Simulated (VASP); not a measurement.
PbSe:

```
Se Pb
1.0
     0.00000    3.05199    3.05199
     3.05199    0.00000    3.05199
     3.05199    3.05199    0.00000
Se Pb
1 1
Direct
  0.50000 0.50000 0.50000
  0.00000 0.00000 0.00000
```

The cell was built by a generator and needn't be a form met in nature.

Base run:

| Property | Result |
| --- | --- |
| Program | VASP 6.6.1 |
| Functional | PBE0 |
| Potentials or basis | VASP PAW PBE potentials, release 64 (Se, Pb_d) |
| Cutoff | 520 eV |
| k mesh | 6 × 6 × 6 |
| Occupations | gaussian, width 0.03 eV |
| Spin | no spin polarisation |

Its results: band gap on the k mesh 1.21 eV, direct; pressure 1.7 GPa.

The run is repeated on the same cell with these changes: functional from PBE0 to PBEsol. What comes out?

Band gap on the k mesh 0.18 eV, direct; pressure -0.1 GPa.

PBE0 gives the wider gap, since exact exchange removes part of the self-interaction.

Caveats: the PAW data sets were made with another functional, which shifts forces and pressure a little; spin-orbit coupling is left out, which as a rule narrows the gap of such compounds by several tenths of an eV.
